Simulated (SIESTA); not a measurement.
This SIESTA 5.4.2 run on Pb needs a look.

File run.py:

```python
from ase.io import read
from ase.calculators.siesta import Siesta
from ase.units import Ry, GPa

atoms = read("Pb.cif")

fdf = {
    'SCFMustConverge': False,
    'OccupationFunction': 'FD',
    'ElectronicTemperature': '2 eV',
    'MaxSCFIterations': '80',
    'SCF.Mixer.Method': 'Pulay',
    'SCF.Mixer.Weight': '0.25',
    'SCF.Mixer.History': '8',
    'SCF.DM.Tolerance': '5.0e-05',
    'SCF.H.Tolerance': '1.0e-03 eV',
    'WriteForces': 'true',
    'Charge.Mulliken': 'end',
    'PAO.Basis': ['Pb.1 4', 'n=6 0 2', '  6.167 0.000', 'n=6 1 2', '  8.915 0.000', 'n=5 2 2', '  4.155 0.000', 'n=6 2 1', '  8.915'],
}
calc = Siesta(
    label="Pb",
    command="siesta < PREFIX.fdf > PREFIX.out",
    pseudo_path="pseudos",
    pseudo_qualifier="",
    xc=('GGA', 'PBE'),
    basis_set="DZP",
    mesh_cutoff=500 * Ry,
    energy_shift=0.003 * Ry,
    kpts=[9, 9, 9],
    spin="non-polarized",
    fdf_arguments=fdf,
)
atoms.calc = calc

print(f"energy = {atoms.get_potential_energy():.6f} eV")
free = atoms.get_potential_energy(force_consistent=True)
print(f"free energy = {free:.6f} eV")
print("forces (eV/A):")
print(atoms.get_forces(apply_constraint=False).round(6))
print("stress (GPa, Voigt order, tension positive):", (atoms.get_stress() / GPa).round(4))
```

The input Pb.cif:

```cif
data_Pb
_cell_length_a 3.47597262
_cell_length_b 3.52267550
_cell_length_c 3.49933463
_cell_angle_alpha 59.64030735
_cell_angle_beta 59.56733126
_cell_angle_gamma 60.05582550
_space_group_name_H-M_alt 'P1'
_space_group_name_Hall 'P 1'
_space_group_IT_number 1
loop_
_space_group_symop_operation_xyz
'x,y,z'
loop_
_atom_site_label
_atom_site_type_symbol
_atom_site_symmetry_multiplicity
_atom_site_Wyckoff_symbol
_atom_site_fract_x
_atom_site_fract_y
_atom_site_fract_z
_atom_site_occupancy
Pb1 Pb 1 a 0.0000000000 0.0000000000 0.0000000000 1
```

Potentials or basis: PseudoDojo 0.4 standard (PBE files), DZP (energy shift 0.003 Ry; two zetas on semicore shells).

Run with:

```sh
$ python run.py
```

Output:

```text
Job completed
energy = -1911.890073 eV
free energy = -1918.311350 eV
forces (eV/A):
[[-0.  0. -0.]]
stress (GPa, Voigt order, tension positive): [-15.4634 -15.0504 -15.5684  -0.131    0.1189   0.2137]
```

Diagnose the run.

The calculation finished and met its thresholds. The input holds a flaw that was put in on purpose: electronic temperature far too high (ElectronicTemperature = 2 eV). The program doesn't stop on it, so the numbers can't be trusted though the run ends normally.
